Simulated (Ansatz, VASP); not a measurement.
One calculation of Mg, two programs

File INCAR:

```
  ALGO = Normal
  EDIFF = 1E-6
  ENCUT = 520
  GGA = PS
  ISIF = 2
  ISMEAR = 0
  LASPH = True
  LCHARG = False
  LREAL = False
  LWAVE = False
  NBANDS = 7
  NELM = 60
  PREC = Accurate
  SIGMA = 0.05
```

Contents of KPOINTS:

```
k-points
0
Gamma
  10 10 10
```

File POSCAR:

```
Mg
1.0
    0.0000000000      2.2442560000      2.2442560000
    2.2442560000      0.0000000000      2.2442560000
    2.2442560000      2.2442560000      0.0000000000
Mg
1
Direct
    0.0000000000      0.0000000000      0.0000000000
```

File input.yaml:

```yaml
crystal:
  lattice:
    - [0.0, 2.244256, 2.244256]
    - [2.244256, 0.0, 2.244256]
    - [2.244256, 2.244256, 0.0]
  atoms:
    - { symbol: Mg, position: [0.0, 0.0, 0.0] }
kpoints:
  mp_grid: { grid: [10, 10, 10] }
scf:
  occupations: { method: gaussian, width: 0.05 }
hamiltonian:
  xc: pbesol
  pseudopotentials: { kind: all_electron, lapw: { basis_error: 0.001 } }
output:
  forces: true
  stress: true
  eigenvalues: true
```

This isn't the form of Mg at room conditions, which is hcp.

Alike in both runs: task single point; functional PBEsol; k mesh 10 × 10 × 10; occupations gaussian, width 0.05 eV; no spin polarisation.

```csv
,VASP,Ansatz
version,VASP 6.6.1,Ansatz 0.2.0
potentials or method,"VASP PAW PBE potentials, release 64 (Mg)","all-electron LAPW, scalar-relativistic"
plane-wave cutoff (eV),520,see its input
```

```csv
,VASP,Ansatz,Ansatz less VASP
gap on the k mesh at the Fermi level (eV),none,none,-
pressure (GPa),0.1,0.1,+0.03
```

A gap of «none» marks a metal or a gap that the smearing closes. Ansatz ran all-electron here, so the differences hold the error of VASP's frozen core and of both bases.

Caveats: the PAW data sets were made with another functional, which shifts forces and pressure a little (VASP).
